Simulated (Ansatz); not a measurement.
Computed with Ansatz (plane waves, PAW, 420 eV cutoff): PBE, scalar-relativistic, no spin polarisation, 12×12×12 k-mesh, Gaussian smearing of 0.05 eV. The datasets are Ansatz's generated set soft_2.

A crystal of composition XAs, relaxed at this level of theory, gives this pattern between 10° and 80°.

Cu Kα1 powder pattern (kinematic, no thermal factors).
| 2θ (°) | relative intensity |
| --- | --- |
| 29.30 | 2 |
| 33.96 | 100 |
| 48.78 | 71 |
| 60.77 | 24 |
| 71.47 | 11 |

Task: Which lattice and cell does the pattern come from?

Result: Cubic, space group Fm-3m (No. 225), a = 5.276 Å, b = 5.276 Å, c = 5.276 Å, α = 90.00°, β = 90.00°, γ = 90.00°. The line positions fix the lattice at most, not the space group, and lines under 1 % of the strongest aren't listed; this is the group of the computed cell.

A compound XAs has these computed properties.

- Band gap: zero (metallic)
- Density of states at the Fermi level: 0.92 states/(eV·atom)
- Bader charges: X 1.17; As -1.17 e
- Formation energy from the elements (0 K, uncorrected): -0.24 eV/atom
- Bulk modulus (Birch–Murnaghan): 144 GPa
- Pressure derivative B0′: 4.5

Sites: X on 4b, As on 4a.

Task: Which element is X?
A. Mo
B. Y
C. Nb
D. Tc

Result: C. X is Nb, so the compound is NbAs.

This is a trial structure; measured cells of the compound in the Crystallography Open Database are in space group I41md.
